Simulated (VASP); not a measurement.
# In2Pd (I4/mmm) in VASP: further runs

One crystal, In2Pd, is run at these levels: r2SCAN; tasks: single point.

Everything below comes from runs of VASP 6.6.1. Logs are shortened: lines on timing, memory, paths and dates and some standing lists are left out, and cuts for length are marked.

### Step 1. Starting point

Symmetry: I4/mmm, No. 139, tetragonal system. Conventional cell: a = 3.349 Å, b = 3.349 Å, c = 12.029 Å, α = 90.00°, β = 90.00°, γ = 90.00°. Around In (site symmetry 4mm) lie 4 Pd at 3.05 Å and 8 In at 3.21 to 3.35 Å. Around Pd (site symmetry 4/mmm) lie 8 In at 3.05 Å and 4 Pd at 3.35 Å.

The cell was built by a generator and needn't be a form met in nature.

### Step 2. Single point, r2SCAN

Input file POSCAR:

```
In2Pd
1.0
    0.0000000000      3.3486790000      0.0000000000
    3.3486790000      0.0000000000      0.0000000000
    1.6743390000      1.6743390000     -6.0143860000
In Pd
2 1
Direct
    0.3400000000      0.3400000000      0.3200000000
    0.6600000000      0.6600000000      0.6800000000
    0.0000000000      0.0000000000      0.0000000000
```

Input file INCAR.step1:

```
  ALGO = Normal
  EDIFF = 1E-4
  ENCUT = 520
  GGA = PE
  ISMEAR = -1
  LASPH = True
  LCHARG = False
  LREAL = False
  LWAVE = True
  NBANDS = 25
  NELM = 100
  PREC = Accurate
  SIGMA = 0.1
```

Input file INCAR.step2:

```
  ALGO = Normal
  EDIFF = 1E-6
  ENCUT = 520
  ISIF = 2
  ISMEAR = -1
  ISTART = 1
  LASPH = True
  LCHARG = False
  LMIXTAU = True
  LREAL = False
  LWAVE = False
  METAGGA = R2SCAN
  NBANDS = 25
  NELM = 100
  PREC = Accurate
  SIGMA = 0.1
```

Input file KPOINTS:

```
k-points
0
Gamma
  6 6 6
```

Potentials or basis: VASP PAW PBE potentials, release 64 (In_d, Pd).

Command:

```console
$ cat potpaw_PBE.64/In_d/POTCAR potpaw_PBE.64/Pd/POTCAR > POTCAR
$ cp INCAR.step1 INCAR
$ mpirun -np 1 vasp_std > vasp.out
$ cp INCAR.step2 INCAR
$ mpirun -np 1 vasp_std > vasp.out
```

OUTCAR:

```text
EDIFF = 1E-6
   ENCUT = 520
   ISIF = 2
   ISMEAR = -1
   ISTART = 1
   LASPH = True
   LREAL = False
   METAGGA = R2SCAN
   NELM = 100
   PREC = Accurate

 ion  position               nearest neighbor table
   1  0.340  0.340  0.320-   3 3.05   3 3.05   3 3.05   3 3.05   2 3.21   2 3.21   2 3.21   2 3.21
                             2 3.85
   2  0.660  0.660  0.680-   3 3.05   3 3.05   3 3.05   3 3.05   1 3.21   1 3.21   1 3.21   1 3.21
                             1 3.85
   3  0.000  0.000  0.000-   1 3.05   2 3.05   2 3.05   2 3.05   1 3.05   1 3.05   2 3.05   1 3.05

  LATTYP: Found a body centered tetragonal cell.
 ALAT       =     3.3486790000
 C/A-ratio  =     3.5920946738

  Lattice vectors:

 A1 = (  -1.6743390000,   1.6743400000,   6.0143860000)
 A2 = (   1.6743400000,  -1.6743390000,   6.0143860000)
 A3 = (   1.6743390000,   1.6743390000,  -6.0143860000)

Analysis of symmetry for initial positions (statically):
=====================================================================
 Subroutine PRICEL returns:
 Original cell was already a primitive cell.

 Routine SETGRP: Setting up the symmetry group for a
 body centered tetragonal supercell.

 Subroutine GETGRP returns: Found 16 space group operations
 (whereof 16 operations were pure point group operations)
 out of a pool of 16 trial point group operations.

The static configuration has the point symmetry D_4h.

Analysis of symmetry for dynamics (positions and initial velocities):
=====================================================================
 Subroutine PRICEL returns:
 Original cell was already a primitive cell.

 Routine SETGRP: Setting up the symmetry group for a
 body centered tetragonal supercell.

 Subroutine GETGRP returns: Found 16 space group operations
 (whereof 16 operations were pure point group operations)
 out of a pool of 16 trial point group operations.

The dynamic configuration has the point symmetry D_4h.

 Subroutine INISYM returns: Found 16 space group operations
 (whereof 16 operations are pure point group operations),
 and found     1 'primitive' translations

----------------------------------------------------------------------------------------

                                     Primitive cell

  volume of cell :      67.4432

  direct lattice vectors                    reciprocal lattice vectors
     0.000000000  3.348679000  0.000000000     0.000000000  0.298625219  0.083133981
     3.348679000  0.000000000  0.000000000     0.298625219  0.000000000  0.083133981
     1.674339000  1.674339000 -6.014386000     0.000000000  0.000000000 -0.166268011

  length of vectors
     3.348679000  3.348679000  6.463718831     0.309981097  0.309981097  0.166268011

  position of ions in fractional coordinates (direct lattice)
     0.340000000  0.340000000  0.320000000
     0.660000000  0.660000000  0.680000000
     0.000000000  0.000000000  0.000000000

  ion indices of the primitive-cell ions
   primitive index   ion index
                 1           1
                 2           2
                 3           3

----------------------------------------------------------------------------------------

 KPOINTS: k-points

Automatic generation of k-mesh.
 Grid dimensions read from file:
 generate k-points for:    6    6    6

 Generating k-lattice:

  Cartesian coordinates                     Fractional coordinates (reciprocal lattice)
     0.000000000  0.049770870  0.013855663     0.166666667  0.000000000 -0.000000000
     0.049770870  0.000000000  0.013855663     0.000000000  0.166666667 -0.000000000
     0.000000000  0.000000000 -0.027711335     0.000000000  0.000000000  0.166666667

  Length of vectors
     0.051663516  0.051663516  0.027711335

  Shift w.r.t. Gamma in fractional coordinates (k-lattice)
     0.000000000  0.000000000  0.000000000

 Subroutine IBZKPT returns following result:
 ===========================================

 Found     30 irreducible k-points:

 Following reciprocal coordinates:
            Coordinates               Weight
  0.000000  0.000000  0.000000      1.000000
  0.166667  0.000000 -0.000000      8.000000
  0.333333  0.000000 -0.000000      8.000000
  0.500000  0.000000 -0.000000      4.000000
  0.166667  0.166667 -0.000000      8.000000
  0.333333  0.166667 -0.000000     16.000000
[... 16 lines left out ...]
 -0.333333 -0.333333  0.166667      4.000000
 -0.166667 -0.333333  0.166667     16.000000
 [... further k-points ...]
   k-points           NKPTS =     30   k-points in BZ     NKDIM =     30   number of bands    NBANDS=     25
   number of dos      NEDOS =    301   number of ions     NIONS =      3
   total plane-waves  NPLWV =  37632
   dimension x,y,z NGX =    28 NGY =   28 NGZ =   48
   dimension x,y,z NGXF=    56 NGYF=   56 NGZF=   96
   ions per type =               2   1
   NGX,Y,Z   is equivalent  to a cutoff of  13.90, 13.90, 12.35 a.u.
   NGXF,Y,Z  is equivalent  to a cutoff of  27.80, 27.80, 24.69 a.u.
 SYSTEM =  unknown system
   PREC   = accura    normal or accurate (medium, high low for compatibility)
   ISTART =      1    job   : 0-new  1-cont  2-samecut
   ICHARG =      0    charge: 1-file 2-atom 10-const
   ISPIN  =      1    spin polarized calculation?
   LNONCOLLINEAR =      F non collinear calculations
   LSORBIT =      F    spin-orbit coupling
   LASPH  =      T    aspherical Exc in radial PAW
   ENCUT  =  520.0 eV  38.22 Ry    6.18 a.u.   6.23  6.23 12.02*2*pi/ulx,y,z
   NELM   =    100;   NELMIN=  2; NELMDL=  0     # of ELM steps
   EDIFF  = 0.1E-05   stopping-criterion for ELM
   LREAL  =      F    real-space projection
   EDIFFG = 0.1E-04   stopping-criterion for IOM
   NSW    =      0    number of steps for IOM
   IBRION =     -1    ionic relax: 0-MD 1-quasi-New 2-CG
   NFREE  =      0    steps in history (QN), initial steepest desc. (CG)
   ISIF   =      2    stress and relaxation
   ISYM   =      2    0-nonsym 1-usesym 2-fastsym
   POTIM  = 0.5000    time-step for ionic-motion
   TEBEG  =    0.0;   TEEND  =   0.0 temperature during run
   PSTRESS=    0.0 pullay stress
   NELECT =      36.0000    total number of electrons
   NUPDOWN=      -1.0000    fix difference up-down
   EMIN   =  10.00;   EMAX   =-10.00  energy-range for DOS
   EFERMI =   0.00;   METHOD = LEGACY
   ISMEAR =    -1;   SIGMA  =   0.10  broadening in eV -4-tet -1-fermi 0-gaus
   EFERMI_NEDOS =   21; number of points for ismear=-14 and -15
   IALGO  =     38    algorithm
   IMIX   =      4    mixing-type and parameters
     AMIX     =   0.40;   BMIX     =  1.00
     AMIX_MAG =   1.60;   BMIX_MAG =  1.00
  volume/ion in A,a.u.               =      22.48       151.71
  Fermi-wavevector in a.u.,A,eV,Ry     =   1.327994  2.509545 23.994812  1.763569
  Thomas-Fermi vector in A             =   2.457265
   LORBIT       =      0    0 simple, 1 ext, 2 COOP (PROOUT), +10 PAW based schemes
   METAGGA = R2SCAN    functional components
   LHFCALC =     F    Hartree Fock is set to
   AEXX    =    0.0000 exact exchange contribution
   IVDW    =     0    specifies the selected vdW correction
   LEPSILON=     F    determine dielectric tensor
   LRPA    =     F    only Hartree local field effects (RPA)
 non-spin polarized calculation
  energy-cutoff  :      520.00
  volume of cell :       67.44
 maximum number of plane-waves:      1834
 NGX is ok and might be reduce to    28
   NGX = 13   NGY = 13   NGZ = 23

 number of electron      35.9999989 magnetization

 Free energy of the ion-electron system (eV)
  ---------------------------------------------------
  ext. energy  EPLUGINS =         0.00000000
  ---------------------------------------------------
  free energy    TOTEN  =       -68.66084118 eV

  energy without entropy =      -68.61189649  energy(sigma->0) =      -68.63636883

 E-fermi :   7.7614     XC(G=0): -11.7434

 val. band max:        7.7559948925   @ k =   0.5000   0.0000  -0.0000
 cond. band min:       7.8403769468   @ k =   0.3333   0.3333  -0.0000
 fundamental gap:      0.0843820543
 Fermi energy:         7.7613929893

 k-point     1 :       0.0000    0.0000    0.0000
  band No.  band energies     occupation
      1      -7.5605      2.00000
      2      -7.4072      2.00000
      3      -7.3886      2.00000
      4      -7.3042      2.00000
      5      -7.3042      2.00000
      6      -7.2165      2.00000
[... 17 lines left out ...]
     24      16.1667      0.00000
     25      17.6364      0.00000

 k-point     2 :       0.1667    0.0000   -0.0000
  band No.  band energies     occupation
      1      -7.5118      2.00000
      2      -7.3700      2.00000
      3      -7.3559      2.00000
      4      -7.3056      2.00000
      5      -7.3020      2.00000
      6      -7.2292      2.00000
[... 17 lines left out ...]
     24      17.2257      0.00000
     25      18.5237      0.00000

 k-point     3 :       0.3333    0.0000   -0.0000
  band No.  band energies     occupation
      1      -7.4496      2.00000
      2      -7.3605      2.00000
      3      -7.3431      2.00000
      4      -7.3146      2.00000
      5      -7.2954      2.00000
      6      -7.2496      2.00000
[... 17 lines left out ...]
     24      17.1170      0.00000
     25      17.5624      0.00000

 k-point     4 :       0.5000    0.0000   -0.0000
  band No.  band energies     occupation
      1      -7.4138      2.00000
      2      -7.4001      2.00000
      3      -7.3325      2.00000
      4      -7.3225      2.00000
      5      -7.3182      2.00000
      6      -7.3148      2.00000
[... 17 lines left out ...]
     24      17.0180      0.00000
     25      17.9913      0.00000
[... 477 lines left out ...]
 k-point    22 :      -0.1667    0.5000    0.1667
  band No.  band energies     occupation
      1      -7.4321      2.00000
      2      -7.4094      2.00000
      3      -7.3403      2.00000
      4      -7.3292      2.00000
      5      -7.2819      2.00000
      6      -7.2661      2.00000
[... 17 lines left out ...]
     24      14.9143      0.00000
     25      16.4756      0.00000

 k-point    23 :      -0.3333   -0.3333    0.1667
  band No.  band energies     occupation
      1      -7.4679      2.00000
      2      -7.4318      2.00000
      3      -7.3970      2.00000
      4      -7.3266      2.00000
      5      -7.1728      2.00000
      6      -7.1398      2.00000
[... 17 lines left out ...]
     24      13.9139      0.00000
     25      14.3022      0.00000

 k-point    24 :      -0.1667   -0.3333    0.1667
  band No.  band energies     occupation
      1      -7.4355      2.00000
      2      -7.3660      2.00000
      3      -7.3569      2.00000
      4      -7.3080      2.00000
      5      -7.2639      2.00000
      6      -7.2386      2.00000
[... 17 lines left out ...]
     24      15.0236      0.00000
     25      17.0100      0.00000

 [... further k-points ...]

------------------------ aborting loop because EDIFF is reached ----------------------------------------

  FORCE on cell =-STRESS in cart. coord.  units (eV):
  Direction    XX          YY          ZZ          XY          YZ          ZX
  --------------------------------------------------------------------------------------
  -------------------------------------------------------------------------------------
  Total       -2.9129791     -2.9129791     -3.2350893     -0.0000000     -0.0000003     -0.0000003
  in kB      -69.2005616    -69.2005616    -76.8525914     -0.0000000     -0.0000064     -0.0000064
  external PRESSURE =     -71.7512382 kB  Pullay stress =       0.0000000 kB

 VOLUME and BASIS-vectors are now :
 -----------------------------------------------------------------------------
  energy-cutoff  :      520.00
  volume of cell :       67.44
      direct lattice vectors                 reciprocal lattice vectors
     0.000000000  3.348679000  0.000000000     0.000000000  0.298625219  0.083133981
     3.348679000  0.000000000  0.000000000     0.298625219  0.000000000  0.083133981
     1.674339000  1.674339000 -6.014386000     0.000000000  0.000000000 -0.166268011

 POSITION                                       TOTAL-FORCE (eV/Angst)
 -----------------------------------------------------------------------------------
      1.67434      1.67434     -1.92460         0.000000      0.000000      1.037761
      3.34868      3.34868     -4.08978        -0.000000     -0.000000     -1.037761
      0.00000      0.00000      0.00000         0.000000      0.000000     -0.000000
 -----------------------------------------------------------------------------------
    total drift:                                0.000000      0.000000     -0.000000

  FREE ENERGIE OF THE ION-ELECTRON SYSTEM (eV)
  ---------------------------------------------------
  free  energy   TOTEN  =       -68.6608411775 eV

  energy  without entropy=      -68.6118964925  energy(sigma->0) =      -68.63636883
```

Wall time 3.4 min (1 thread of Intel Xeon Platinum 8375C at 2.90GHz (Ice Lake), shared host); peak memory 0.22 GiB.

What came out:

* Free energy: -68.6608 eV
* Pressure: -7.2 GPa
* Largest force: 1.038 eV/Å
* Band gap on the k mesh: none (metal or under the smearing width)

Forces in eV/Å, atoms in the order of the input:
```
In   0.000  0.000  1.038
In   0.000  0.000 -1.038
Pd   0.000  0.000  0.000
```

Stress tensor (GPa, compression positive):
```
-6.92  0.00  0.00
 0.00 -6.92  0.00
 0.00  0.00 -7.69
```

Levels at points of the mesh, in eV from the Fermi level:
```
           k point  band 14  band 15  band 16  band 17  band 18  band 19  band 20  band 21  band 22  band 23
(0.00, 0.00, 0.00)    -3.07    -2.17    -2.17    -1.80    -1.70     5.73     5.73     7.10     7.10     7.82
(0.50, 0.00, 0.00)    -2.82    -2.50    -2.24    -1.97    -1.58    -0.01     2.42     3.87     8.79     8.91
(0.50, 0.50, 0.00)    -2.21    -2.01    -1.43    -1.20    -0.49     0.17     0.44     3.18     3.77     4.05
(0.00, 0.00, 0.50)    -2.81    -2.12    -2.12    -1.70     0.58     3.75     4.55     4.55     8.56     8.76
```

Caveat: the PAW data sets were made with another functional, which shifts forces and pressure a little.

### Step 3. Single point, r2SCAN

POSCAR is that of step 2.

Input file INCAR.step1:

```
SYSTEM = In2Pd
ALGO = Normal
EDIFF = 1E-4
ENCUT = 520
GGA = PE
ISMEAR = 1
LASPH = .True.
LCHARG = .False.
LREAL = .False.
LWAVE = .True.
NBANDS = 25
NELM = 80
PREC = Accurate
SIGMA = 0.05
```

Input file INCAR.step2:

```
SYSTEM = In2Pd
ALGO = Normal
EDIFF = 1E-6
ENCUT = 520
ISIF = 2
ISMEAR = 1
ISTART = 1
LASPH = .True.
LCHARG = .True.
LELF = .True.
LMIXTAU = .True.
LREAL = .False.
LVHAR = .True.
LWAVE = .False.
METAGGA = R2SCAN
NBANDS = 25
NELM = 80
PREC = Accurate
SIGMA = 0.05
```

Input file KPOINTS:

```
k-points
0
Gamma
  6 6 6
  0 0 0
```

Potentials or basis: VASP PAW PBE potentials, release 64 (In_d, Pd).

Command:

```console
$ cat potpaw_PBE.64/In_d/POTCAR potpaw_PBE.64/Pd/POTCAR > POTCAR
$ cp INCAR.step1 INCAR
$ mpirun -np 1 vasp_std > vasp.out
$ cp INCAR.step2 INCAR
$ mpirun -np 1 vasp_std > vasp.out
```

Wall time 3.3 min (1 thread of Intel Xeon Platinum 8375C at 2.90GHz (Ice Lake), shared host); peak memory 0.21 GiB.

It converged, with:

```yaml
Free_energy: -68.6362 eV
Pressure: -7.3 GPa
Largest_force: 1.045 eV/Å
Band_gap_on_the_k_mesh: none (metal or under the smearing width)
```

Forces in eV/Å, atoms in the order of the input:
```
In   0.000  0.000  1.045
In   0.000  0.000 -1.045
Pd   0.000  0.000  0.000
```

Stress tensor (GPa, compression positive):
```
-7.00  0.00  0.00
 0.00 -7.00  0.00
 0.00  0.00 -7.92
```

Levels at points of the mesh, in eV from the Fermi level:
```
           k point  band 14  band 15  band 16  band 17  band 18  band 19  band 20  band 21  band 22  band 23
(0.00, 0.00, 0.00)    -3.07    -2.17    -2.17    -1.80    -1.69     5.73     5.73     7.11     7.11     7.83
(0.50, 0.00, 0.00)    -2.82    -2.49    -2.24    -1.97    -1.58     0.00     2.43     3.88     8.79     8.92
(0.50, 0.50, 0.00)    -2.21    -2.00    -1.42    -1.20    -0.48     0.18     0.44     3.18     3.78     4.06
(0.00, 0.00, 0.50)    -2.81    -2.12    -2.12    -1.69     0.59     3.75     4.56     4.56     8.57     8.77
```

Caveat: the PAW data sets were made with another functional, which shifts forces and pressure a little.

(Continued in part 2 of 2.)
